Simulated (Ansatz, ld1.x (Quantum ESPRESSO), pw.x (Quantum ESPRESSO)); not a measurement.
## titanium: does the TM potential hold in the solid?

| Property | Result |
| --- | --- |
| Element | titanium |
| Generator | ld1.x (Quantum ESPRESSO) 7.5 |
| Type | norm-conserving Troullier–Martins (Kleinman–Bylander form) |
| Functional | PBE |
| Relativity | scalar-relativistic |
| Frozen core | [Ar] |
| Valence charge | 4 |
| Reference configuration | 3d2 4s1.5 4p0.5 |
| Partial waves | 4s (bound): rc 2.55 bohr; 3d (bound): rc 2.50 bohr; 4p (bound): rc 2.95 bohr |
| Local potential | the p channel |
| Core correction | Bessel-smoothed model core inside 2.36 bohr |

Crystal test: fcc Ti in pw.x 7.5, no spin, 14³ k-points, Fermi–Dirac smearing 0.01 Ry, cutoffs 55/220 Ry. The lattice is a test structure that the element need not adopt, and mesh and smearing are coarse.

pw.x input:

```
&control
  calculation='scf', prefix='x', pseudo_dir='./', outdir='./tmp', tstress=.true., disk_io='none'
/
&system
  ibrav=0, nat=1, ntyp=1, ecutwfc=55, ecutrho=220, nbnd=9,
  occupations='smearing', smearing='fd', degauss=0.01
/
&electrons
  conv_thr=1e-09, mixing_beta=0.4, electron_maxstep=70
/
ATOMIC_SPECIES
Ti 1.0 Ti.UPF
CELL_PARAMETERS angstrom
  0.00000000 2.05993590 2.05993590
  2.05993590 0.00000000 2.05993590
  2.05993590 2.05993590 0.00000000
ATOMIC_POSITIONS crystal
Ti 0.0000 0.0000 0.0000
K_POINTS automatic
14 14 14 0 0 0
```

```bash
pw.x < Ti.scf.in > Ti.scf.out
```

Problem. How does the run end?

Solution. It converges; the pressure is 10.90 GPa against -0.10 GPa from all-electron LAPW. The largest radius (2.95 bohr) exceeds half the bond length (2.75 bohr), so the spheres overlap, which is one possible source of error among others. This is a poor potential for the solid. Note: ghost state, extra bound levels that the all-electron valence spectrum of the same l lacks: s at -4.1 eV. A true bound ghost makes a file unfit for plane-wave use. Atomic configuration tests: 4 of 7 tests not solved or not reliable. The logarithmic derivative shows an extra or strongly shifted pseudo pole above the reference energy (s near -0.31 Ry). The log shows:

```
     number of electrons       =         4.00
     number of Kohn-Sham states=            9
     kinetic-energy cutoff     =      55.0000  Ry
     charge density cutoff     =     220.0000  Ry
     scf convergence threshold =      1.0E-09
     Exchange-correlation= PBE
     number of k points=   104  Fermi-Dirac smearing, width (Ry)=  0.0100
     iteration #  1     ecut=    55.00 Ry     beta= 0.40
     total energy              =      -9.53261878 Ry
     estimated scf accuracy    <       0.02579023 Ry
     iteration #  2     ecut=    55.00 Ry     beta= 0.40
     total energy              =      -9.53403990 Ry
     estimated scf accuracy    <       0.00278483 Ry
     iteration #  3     ecut=    55.00 Ry     beta= 0.40
     total energy              =      -9.53450098 Ry
     estimated scf accuracy    <       0.00016907 Ry
     iteration #  4     ecut=    55.00 Ry     beta= 0.40
     total energy              =      -9.53451053 Ry
     estimated scf accuracy    <       0.00001120 Ry
     iteration #  5     ecut=    55.00 Ry     beta= 0.40
     total energy              =      -9.53451310 Ry
     estimated scf accuracy    <       0.00000081 Ry
     iteration #  6     ecut=    55.00 Ry     beta= 0.40
     total energy              =      -9.53451328 Ry
     estimated scf accuracy    <       0.00000003 Ry
     iteration #  7     ecut=    55.00 Ry     beta= 0.40
     the Fermi energy is     8.4228 ev
!    total energy              =      -9.53451328 Ry
     estimated scf accuracy    <          1.9E-11 Ry
     smearing contrib. (-TS)   =      -0.00767533 Ry
     The total energy is F=E-TS. E is the sum of the following terms:
     one-electron contribution =       5.27289924 Ry
     hartree contribution      =       0.20263673 Ry
     xc contribution           =      -5.57992722 Ry
     ewald contribution        =      -9.42244670 Ry
     convergence has been achieved in   7 iterations
          total   stress  (Ry/bohr**3)                   (kbar)     P=      108.97
     Message from routine punch:
     Nothing written, as per user request (disk_io='none')
```
